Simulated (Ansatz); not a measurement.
How far is this WSe2 from the hull?

The calculation used DFT PBE, scalar-relativistic, plane waves, PAW in Ansatz 0.2.0. Settings: cutoff 420 eV, Γ-centred meshes spaced at most about 0.3 Å⁻¹, and about 0.25 Å⁻¹ or finer for metals (2π included), Gaussian smearing. No spin polarisation.

Formation energies are uncorrected and refer to the elements' standard structures at the same level.

All energies are static (0 K, no zero-point motion). No dispersion correction is applied, so the spacing and binding between layers, chains or molecules are poorly described (P-3m1, P6_3/mmc), and this can change margins and order among such cells. These runs have no spin–orbit coupling, which can matter for W. The reference form of Se is held partly by dispersion forces, which this level lacks.

The competitors are the elements and 3 reference phases of this chemical system (from databases or known types: WSe, WSe2, WSe3), relaxed at the same level; other known phases may be missing.

The candidate was reached from: random cell.

```
W Se
1.0
     3.29641    0.00000    0.00000
    -1.64821    2.85478    0.00000
     0.00000    0.00000    7.39025
W Se
1 2
Direct
  0.00000 0.00000 0.00000
  0.33333 0.66667 0.76725
  0.66667 0.33333 0.23275
```

**Question.** Is it stable, and against what?

**Answer.** Not the lowest form: another structure of the same formula lies lower. Its formation energy is -0.303 eV/atom. The lowest competing phase at this composition is this:

```csv
phase,space group,source,share of atoms,ΔE_f (eV/atom)
WSe2,P6_3/mmc (No. 194),COD,1.0000,-0.561
```

The candidate lies 0.26 eV/atom above this phase. The candidate matches no cell in the subsets of the Crystallography Open Database and the Materials Project at hand. The margin is far too high for a likely synthesis.
